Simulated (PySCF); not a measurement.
## Reproducing measurements on urea

**The experiment to reproduce.**

NIST CCCBDB Release 22 (SRD 101), experimental dipoles lists, for the gas: dipole moment 3.83 D.

CORE65 (Golze, Keller, Rinke, J. Phys. Chem. Lett. 2020, 11, 1840), as tabulated in Jana, Herbert, J. Chem. Phys. 2023, 158, 094111, SI lists, for the gas: O 1s binding energy of O4 537.19 eV; N 1s binding energy of N1/N3 406.09 eV; C 1s binding energy of C2 294.84 eV.

The results are set against them at the end.

Species: urea, CH4N2O.
SMILES with atom numbers: `[NH2:1][C:2]([NH2:3])=[O:4]` (hydrogens: H5, H6 on N1; H7, H8 on N3)

Structure used (PBE0-D3(BJ)/def2-SVP), in Å, numbered top down from 1:
```
atom  x, y, z in Å
N1     0.9202   -0.3000    0.6853
C2     0.1662    0.4584   -0.1715
N3    -1.0551   -0.0740   -0.4929
O4     0.5523    1.5223   -0.6131
H5     0.6251   -1.1834    1.0702
H6     1.8243    0.0673    0.9398
H7    -1.6322    0.4619   -1.1229
H8    -1.4010   -0.9521   -0.1395
```

The PySCF runs (gas phase, on this PBE0-D3(BJ)/def2-SVP geometry; non-relativistic but for the core-level run):

| level | job | basis functions |
| --- | --- | --- |
| PBE0-D3(BJ)/def2-SVP, grid level 1 | geometry optimisation from an MMFF94s start | 76 |
| HF/pcSseg-2 | shieldings | 200 |
| B3LYP/pcSseg-2 | shieldings | 200 |
| BLYP/pcSseg-2 | shieldings | 200 |
| KT3/pcSseg-2 | shieldings | 200 |
| OPBE/pcSseg-2 | shieldings | 200 |
| PBE/pcSseg-2 | shieldings | 200 |
| CAM-B3LYP/def2-SVPD | 10 singlets by full TDDFT, 4 Tamm–Dancoff triplets, polarisability, ΔSCF ions | 115 |
| delta-SCF UKS SCAN, pcX-2 on the ionised atom, pcseg-1 elsewhere, spin-free X2C | ΔSCF core ionisation, 3 holes | 107 |

**Comparison with experiment**

**Dipole moment.** Measured: 3.83 D (NIST CCCBDB Release 22 (SRD 101), experimental dipoles).

| level | computed (D) | computed − measured (D) | % (from the printed values) |
| --- | --- | --- | --- |
| PBE0-D3(BJ)/def2-SVP | 4.37 | +0.54 | +14 |
| HF/pcSseg-2 | 4.75 | +0.92 | +24 |
| B3LYP/pcSseg-2 | 4.43 | +0.60 | +16 |
| BLYP/pcSseg-2 | 4.32 | +0.49 | +13 |
| KT3/pcSseg-2 | 4.23 | +0.40 | +10 |
| OPBE/pcSseg-2 | 4.24 | +0.41 | +11 |
| PBE/pcSseg-2 | 4.30 | +0.47 | +12 |
| CAM-B3LYP/def2-SVPD | 4.49 | +0.66 | +17 |

8 of the 16 levels run are shown, the closest and the furthest among them. Closest is KT3/pcSseg-2 (+0.40 D), furthest HF/pcSseg-2 (+0.92 D); one molecule doesn't rank methods. All 16 levels lie above the measurement. The computed dipoles belong to one fixed geometry; measured ones are averaged over vibrations unless marked μe. Magnitudes are compared, not signs.

**Core binding energies.** Delta-SCF UKS SCAN, pcX-2 on the ionised atom, pcseg-1 elsewhere, spin-free X2C (PySCF 2.14.0).

| level and atom | computed (eV) | measured (eV) | computed − measured (eV) |
| --- | --- | --- | --- |
| O 1s, O4 | 536.73 | 537.19 | -0.46 |
| N 1s, N1/N3 | 406.02 | 406.09 | -0.07 |
| C 1s, C2 | 294.67 | 294.84 | -0.17 |

Sources, in the order of the opening: CORE65 (Golze, Keller, Rinke, J. Phys. Chem. Lett. 2020, 11, 1840), as tabulated in Jana, Herbert, J. Chem. Phys. 2023, 158, 094111, SI. Against the first value of each row the mean signed difference is -0.23 eV and the largest in size -0.46 eV. The computed values are vertical, without vibrational structure; measured positions hang on the energy calibration. Atoms equivalent by their bonding share one computed value, that of the first of them.

No measured geometry was used, and the causes of the misses weren't examined.
